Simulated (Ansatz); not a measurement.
# CdSe (Cadmoselite): the cost of one run

Computed with Ansatz 0.2.0 (DFT, PBE, plane-wave PAW, default files, scalar-relativistic, frozen cores, as far as a step names no other, unless a step's input says otherwise).

1 further run of the same task is left out (it didn't finish).

**1. The structure to begin with**

Symmetry: P6_3mc, No. 186, hexagonal system. The conventional cell has a = 4.299 Å, b = 4.299 Å, c = 7.010 Å, α = 90.00°, β = 90.00°, γ = 120.00°. Cd (site symmetry 3m) is surrounded by 4 Se at 2.63 to 2.64 Å. Around Se (site symmetry 3m) lie 4 Cd at 2.63 to 2.64 Å.

As a file:

```xyz
4
Lattice="4.2990 0.0000 0.0000 -2.1495 3.7230 0.0000 0.0000 0.0000 7.0100" Properties=species:S:1:pos:R:3 pbc="T T T"
Cd    0.0000    2.4820    0.0000
Cd    2.1495    1.2410    3.5050
Se    0.0000    2.4820    2.6413
Se    2.1495    1.2410    6.1463
```

The earlier run gave: gap on the mesh 0.68 eV, largest force 0.033 eV/Å, pressure 3.0 GPa.

Like atoms gathered into sites:

| site | atoms | first shell | V_zz (10²¹ V/m²) | η | C_Q (MHz) |
| --- | --- | --- | --- | --- | --- |
| Cd | 1, 2 | 4 Se at 2.63–2.64 Å | 0.45 | 0.00 | – |
| Se | 3, 4 | 4 Cd at 2.63–2.64 Å | -0.033 | 0.00 | – |

C_Q = eQV_zz/h, which is 24.18 MHz for Q = 1 b and V_zz = 10²¹ V/m²; η = (V_xx − V_yy)/V_zz. Q values from Pyykkö, Mol. Phys. 116, 1328 (2018). A dash under C_Q marks elements without a common quadrupolar isotope.

**2. Ions relaxed at fixed cell**

input.yaml reads:

```yaml
crystal:
  lattice:
    - [4.299, 0.0, 0.0]
    - [-2.1495, 3.7230432109, 0.0]
    - [0.0, 0.0, 7.01]
  atoms:
    - { symbol: Cd, position: [0.3333333333, 0.6666666667, 0.0] }
    - { symbol: Cd, position: [0.6666666667, 0.3333333333, 0.5] }
    - { symbol: Se, position: [0.3333333333, 0.6666666667, 0.37679] }
    - { symbol: Se, position: [0.6666666667, 0.3333333333, 0.87679] }
kpoints:
  mp_grid: { grid: [12, 12, 6] }
scf:
  occupations: { method: fermi_dirac, width: 0.02 }
hamiltonian:
  xc: pbe
  pseudopotentials: { kind: paw, frozen_core: stored }
output:
  forces: true
  stress: true
  populations: true
  efg: {}
relax:
  f_tol: 0.02
  max_steps: 60
```

The run is started by

```sh
ansatz run input.yaml --threads 1 --pin off --max-ram 3072MiB --backend cpu --events-out ev --progress --plain --runs-dir out
```

**Question.** How long does this run take on 1 thread of Intel Xeon at 2.50GHz (Skylake/Cascade Lake), shared host, and how much memory does it need?

About 1.8 min, with a peak of 0.62 GiB.
